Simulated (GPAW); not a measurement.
Runs of GPAW 26.7.0 on MnO. The structure is cubic, space group Fm-3m (No. 225). The conventional cell has a = 4.448 Å, b = 4.448 Å, c = 4.448 Å, α = 90.00°, β = 90.00°, γ = 90.00°. Mn (site symmetry m-3m) has 6 O at 2.22 Å as nearest neighbours. O (site symmetry m-3m) has 6 Mn at 2.22 Å as nearest neighbours. The cell is a database's computed one.

```csv
task,level,potentials or basis,U,cell,k mesh,cutoff (eV),smearing,band path,band points,optimizer,fmax,max steps,grid spacing,gap on the mesh (eV),pressure (GPa),moment (μB)
band structure,r2SCAN,"GPAW PAW data sets (gpaw-data 1.2.1), pw",-,as given,7 × 7 × 7,800,fermi-dirac 0.05 eV,"GXWKGLUWLK,UX",100,-,-,-,-,-,3.4,(a)
band structure,PBEsol+U,"PAW data sets generated in the run's folder for this functional, pw",Mn d U = 4 eV,as given,10 × 10 × 10,800,fermi-dirac 0.05 eV,"GXWKGLUWLK,UX",80,-,-,-,-,-,3.5,5.00
hyperfine couplings,RPBE,"the program's PAW data sets (release 1.2.1) made for this functional, fd",-,as given,10 × 10 × 10,-,fermi-dirac 0.05 eV,-,-,-,-,-,0.16 Å,none,-,(b)
relaxation of cell and atoms,PBEsol,"PAW data sets generated in the run's folder for this functional, pw",-,relaxed,9 × 9 × 9,800,fermi-dirac 0.05 eV,-,-,BFGS,0.02 eV/Å,60,-,none,-0.1,4.60
band structure,OLYP,"PAW data sets generated in the run's folder for this functional, pw",-,as given,7 × 7 × 7,800,fermi-dirac 0.05 eV,"GXWKGLUWLK,UX",60,-,-,-,-,-,7.4,4.90
band structure,PBEsol+U,"PAW data sets generated in the run's folder for this functional, pw",Mn d U = 8 eV,as given,10 × 10 × 10,800,fermi-dirac 0.05 eV,"GXWKGLUWLK,UX",80,-,-,-,-,(d),6.1,5.00
single point,PBEsol,"PAW data sets generated in the run's folder for this functional, pw",-,the cell as VASP's run set it,10 × 10 × 10,800,gaussian 0.1 eV,-,-,-,-,-,-,none,-5.8,(c)
```

Alike in all rows: spin collinear, ferromagnetic start.

Problem. Fill in the values left out.

Solution. (a) 4.99; (b) 4.81; (c) 4.72; (d) 0.94.

Caveats: a cell with one magnetic atom can't hold antiferromagnetic order, which such compounds often take; semilocal functionals often make such compounds metallic where correlation or magnetic order opens a gap, which also shifts bond lengths (some runs); the PAW data sets were made with another functional, which shifts forces and pressure a little (some runs); the dipolar part lacks the spin inside other atoms' spheres (some runs); the real-space grid adds noise to forces (some runs); each step starts from the last one's moments, so a moment once lost doesn't come back (some runs); later steps reuse the first step's grids (some runs).

A k mesh can miss the band edges.

A gap of «none» marks a metal or a gap under the smearing width.

Not every run made on this cell is shown here.
